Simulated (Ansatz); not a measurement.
Slab: Te2Mo, a slab with vacuum.

```
Te Mo
1.0
     3.56039    0.00000    0.00000
    -1.78020    3.08339    0.00000
     0.00000    0.00000   24.81126
Te Mo
4 2
Direct
  0.33333 0.66667 0.22364
  0.66667 0.33333 0.92063
  0.66667 0.33333 0.77636
  0.33333 0.66667 0.07937
  0.66667 0.33333 0.15154
  0.33333 0.66667 0.84846
```

* Program: Ansatz 0.2.0
* Task: single point
* Functional: PBE
* Potentials or basis: Ansatz PAW
* Cutoff: 420 eV (not typed: the program's choice for these potentials)
* k mesh: 9 × 9 × 2
* Occupations: fermi-dirac, width 0.05 eV
* Spin: no spin polarisation

On this cell: largest force 0.228 eV/Å; band gap on the k mesh 1.03 eV, direct.

The same run follows on a disturbed copy (atoms moved at random, drawn with an rms of 0.05 Å):

```
Te Mo
1.0
     3.56039    0.00000    0.00000
    -1.78020    3.08339    0.00000
     0.00000    0.00000   24.81126
Te Mo
4 2
Cartesian
  0.0401 2.0615 5.5619
  1.7983 1.0062 22.8465
  1.7575 1.0119 19.2451
  0.0007 2.0719 1.9215
  1.8192 1.0115 3.8257
  -0.0422 2.0714 21.0148
```

Task: What does the disturbed cell give?

Result: The energy moves by +17.1 meV/atom; largest force 1.691 eV/Å; band gap on the k mesh 0.99 eV, direct.

Forces on the atoms (eV/Å):
```
Te   0.007 -0.178  0.752
Te  -0.356  0.227 -0.196
Te  -0.156  0.237 -0.422
Te   0.187 -0.171  0.895
Mo  -0.195  0.348 -1.643
Mo   0.513 -0.464  0.614
```

Stress tensor (GPa, compression positive):
```
-0.27  0.18 -0.43
 0.18  0.18  0.01
-0.43  0.01  0.01
```

Caveats: odd divisions of the mesh miss points on the zone boundary, where band edges often lie, so the gap on the mesh can be too wide; spin-orbit coupling is left out, which moves the levels of the heavy elements.

A k mesh can miss the band edges.
